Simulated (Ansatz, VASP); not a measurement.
# InAs: VASP beside Ansatz

```xyz
2
Lattice="0.0000 2.8029 2.8029 2.8029 0.0000 2.8029 2.8029 2.8029 0.0000" Properties=species:S:1:pos:R:3 pbc="T T T"
In    2.8029    2.8029    2.8029
As    0.0000    0.0000    0.0000
```

Alike in both runs: functional LDA; k mesh 6 × 6 × 6; occupations fermi-dirac, width 0.1 eV; no spin polarisation.

Ansatz relaxed the structure, and its values are those at the end. VASP's run is a single point on that final structure, the one shown.

```csv
,VASP,Ansatz
version,VASP 6.6.1,Ansatz 0.2.0
potentials or method,"VASP PAW LDA potentials, release 64 (In_d, As)","plane waves, PAW"
plane-wave cutoff (eV),520,420
valence electrons in the cell,18,28
```

Ansatz gave:

```
pressure (GPa) : 0.0
```

Task: Which values does VASP return?

Result: Pressure (GPa): 0.1.

The two sets of potentials don't hold the same shells in valence.
